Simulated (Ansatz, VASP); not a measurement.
Two plane-wave programs on NaF

INCAR

```
  ALGO = Normal
  EDIFF = 1E-6
  EDIFFG = -0.01
  ENCUT = 600
  GGA = PE
  IBRION = 2
  ISIF = 3
  ISMEAR = 0
  LASPH = T
  LCHARG = F
  LREAL = F
  LWAVE = F
  NELM = 80
  NSW = 100
  PREC = Accurate
  SIGMA = 0.02
```

File KPOINTS:

```
k-points
0
Gamma
  8 8 8
```

POSCAR

```
NaF
1.0
    0.0000000000      2.3477418637      2.3477418637
    2.3477418637      0.0000000000      2.3477418637
    2.3477418637      2.3477418637      0.0000000000
Na F
1 1
Direct
    0.0000000000      0.0000000000      0.0000000000
    0.5000000000      0.5000000000      0.5000000000
```

Input for Ansatz:

```yaml
crystal:
  lattice:
    - [0.0, 2.3477418637, 2.3477418637]
    - [2.3477418637, 0.0, 2.3477418637]
    - [2.3477418637, 2.3477418637, 0.0]
  atoms:
    - { symbol: Na, position: [0.0, 0.0, 0.0] }
    - { symbol: F, position: [0.5, 0.5, 0.5] }
basis:
  ecutwfc: 420
kpoints:
  mp_grid: { grid: [8, 8, 8] }
hamiltonian:
  xc: pbe
scf:
  occupations: { method: gaussian, width: 0.02 }
output:
  forces: true
  stress: true
  eigenvalues: true
  write_density: true
  write_potential: true
  elf: true
  volumetric_format: npy
relax:
  adjacent_minimum: "off"
  f_tol: 0.01
  max_steps: 80
  cell: { stress_tol: 0.05 }
```

Alike in both runs: task relaxation of cell and atoms; functional PBE; k mesh 8 × 8 × 8; occupations gaussian, width 0.02 eV; no spin polarisation.

|  | VASP | Ansatz |
| --- | --- | --- |
| version | VASP 6.6.1 | Ansatz 0.2.0 |
| potentials or method | VASP PAW PBE potentials, release 64 (Na_pv, F) | scalar-relativistic, plane waves, PAW |
| plane-wave cutoff (eV) | 600 | 420 |
| valence electrons in the cell | 14 | 16 |

|  | VASP | Ansatz | Ansatz less VASP |
| --- | --- | --- | --- |
| gap on the k mesh at the Fermi level, each at its own relaxed structure (eV) | 6.09 | 6.09 | -0.003 |
| relaxed volume (Å³/atom) | 12.94 | 12.98 | +0.042 |
| relaxed cell length with the largest relative difference (Å) | 3.320 | 3.324 | +0.0036 |

The two sets of potentials don't hold the same shells in valence.

Caveats: the relaxation stopped at its first step, so nothing moved.
